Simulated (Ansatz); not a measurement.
## Bands of Fe

```
CELL_PARAMETERS angstrom
0.00000 1.94174 1.96511
1.49844 0.00000 1.96511
1.49844 1.94174 0.00000
ATOMIC_POSITIONS crystal
Fe 0.00000 0.00000 0.00000
```

Conventional cell: a = 2.997 Å, b = 3.883 Å, c = 3.930 Å, α = 90.00°, β = 90.00°, γ = 90.00°. Fe (atom 1) has 12 Fe at 2.45 to 2.76 Å as nearest neighbours.

Structure from Materials Project entry mp-1271068 (possibly hypothetical), not relaxed further.

The magnetic state is the one reached from the start moments; no search over orders was made, so it needn't be the ground state.

Computed with DFT, PBE, all-electron LAPW, scalar-relativistic (Ansatz 0.2.0).

The runs use a Γ-centred 16×16×16 k mesh, Fermi–Dirac smearing of 0.05 eV, basis error target 0.5 meV/atom, spin-polarised from start moments Fe 3 μB, ending with a cell moment of 2.20 μB.

Points in fractions of the reciprocal vectors of this cell: Γ (0, 0, 0), Y (0.5, 0, 0.5), C0 (0.5, 0.246, 0.746), A0 (0.5, 0.754, 0.254), Z (0.5, 0.5, 0), B0 (0.926, 0.5, 0.426), D0 (0.074, 0.5, 0.574), T (0, 0.5, 0.5), G0 (0.076, 0.576, 0.5). The path joins them by straight lines in the order Γ–Y–C0–A0–Z–B0–D0–T–G0; legs that retrace an earlier one aren't tabulated. Energies are in eV from the Fermi level.

**Question.** Metal or insulator at this level of theory?

**Answer.** No gap opens: metallic or semimetallic.

**Question.** Tabulate bands 3 to 9 of the spin-down channel, counted from the lowest band of the run, along the path.

**Answer.** 
```csv
k (1/Å),point,band 3,band 4,band 5,band 6,band 7,band 8,band 9
0.00,Γ,-51.29,-51.28,-8.34,-0.64,-0.49,0.03,1.33
0.23,,-51.31,-51.28,-8.12,-0.58,-0.51,0.00,1.35
0.46,,-51.33,-51.28,-7.46,-0.82,-0.13,-0.10,1.42
0.69,,-51.37,-51.28,-6.44,-1.16,-0.32,0.45,1.54
0.92,,-51.41,-51.29,-5.23,-1.51,-0.50,1.16,1.69
1.16,,-51.44,-51.29,-4.21,-1.82,-0.27,1.80,1.87
1.39,,-51.46,-51.30,-3.72,-2.02,0.55,1.89,2.01
1.62,Y,-51.47,-51.30,-3.62,-2.09,1.12,1.91,2.06
1.77,,-51.47,-51.30,-3.56,-2.10,0.81,1.91,2.06
1.91,,-51.48,-51.32,-3.37,-2.11,0.25,1.92,2.06
2.06,,-51.49,-51.34,-3.08,-2.11,-0.29,1.92,2.07
2.21,,-51.49,-51.37,-2.73,-2.10,-0.77,1.91,2.08
2.36,,-51.50,-51.41,-2.39,-2.06,-1.18,1.90,2.09
2.50,,-51.50,-51.45,-2.12,-1.98,-1.51,1.88,2.10
2.65,C0,-51.50,-51.50,-2.01,-1.83,-1.76,1.87,2.11
2.98,,-51.49,-51.41,-2.19,-1.91,-1.54,1.76,2.03
3.30,,-51.45,-51.33,-3.01,-1.66,-0.85,1.45,2.00
3.63,,-51.42,-51.29,-3.61,-1.45,0.08,1.23,1.99
3.95,,-51.42,-51.29,-3.61,-1.45,0.08,1.23,1.99
4.28,,-51.45,-51.33,-3.01,-1.66,-0.85,1.45,2.00
4.60,,-51.49,-51.41,-2.19,-1.91,-1.54,1.76,2.03
4.93,A0,-51.50,-51.50,-2.01,-1.83,-1.76,1.87,2.11
5.08,,-51.50,-51.48,-2.10,-1.94,-1.61,1.89,2.12
5.23,,-51.49,-51.43,-2.36,-2.06,-1.30,1.92,2.12
5.38,,-51.48,-51.39,-2.71,-2.13,-0.92,1.95,2.12
5.53,,-51.47,-51.36,-3.07,-2.15,-0.45,1.97,2.12
5.69,,-51.46,-51.33,-3.38,-2.16,0.08,1.98,2.12
5.84,,-51.46,-51.31,-3.58,-2.16,0.61,1.97,2.12
5.99,Z,-51.46,-51.31,-3.65,-2.16,0.89,1.97,2.12
6.19,,-51.46,-51.32,-3.53,-2.05,0.33,1.83,2.59
6.38,,-51.49,-51.35,-3.21,-1.74,-0.48,1.46,2.56
6.58,,-51.52,-51.39,-2.79,-1.23,-1.20,1.05,2.51
6.78,,-51.56,-51.45,-2.49,-1.81,-0.55,0.85,2.45
6.97,,-51.60,-51.50,-2.50,-2.28,0.25,1.08,2.39
7.17,,-51.58,-51.54,-2.75,-2.62,1.12,1.59,2.34
7.37,B0,-51.58,-51.56,-2.99,-2.84,1.90,2.05,2.30
7.78,,-51.54,-51.52,-2.58,-2.51,0.68,1.34,2.27
8.19,,-51.47,-51.40,-2.75,-1.58,-0.49,0.59,2.43
8.60,,-51.42,-51.30,-3.56,-1.31,-0.16,1.12,2.48
9.01,,-51.42,-51.30,-3.56,-1.31,-0.16,1.12,2.48
9.42,,-51.47,-51.40,-2.75,-1.58,-0.49,0.59,2.43
9.83,,-51.54,-51.52,-2.58,-2.51,0.68,1.34,2.27
10.24,D0,-51.58,-51.56,-2.99,-2.84,1.90,2.05,2.30
10.27,,-51.58,-51.56,-3.03,-2.86,2.01,2.11,2.30
10.31,,-51.58,-51.56,-3.05,-2.88,2.10,2.17,2.30
10.34,,-51.59,-51.56,-3.08,-2.90,2.19,2.21,2.29
10.38,,-51.59,-51.56,-3.10,-2.91,2.24,2.25,2.29
10.41,,-51.59,-51.56,-3.11,-2.92,2.27,2.29,2.30
10.44,,-51.59,-51.56,-3.12,-2.93,2.28,2.29,2.33
10.48,T,-51.59,-51.56,-3.12,-2.93,2.29,2.29,2.34
10.51,,-51.59,-51.55,-3.12,-2.93,2.28,2.28,2.34
10.55,,-51.59,-51.55,-3.11,-2.92,2.25,2.27,2.35
10.58,,-51.59,-51.55,-3.10,-2.91,2.20,2.24,2.35
10.62,,-51.59,-51.55,-3.08,-2.89,2.13,2.21,2.35
10.65,,-51.59,-51.55,-3.05,-2.88,2.04,2.16,2.35
10.69,,-51.60,-51.54,-3.03,-2.85,1.95,2.10,2.36
10.72,G0,-51.60,-51.54,-3.00,-2.83,1.84,2.04,2.36
```
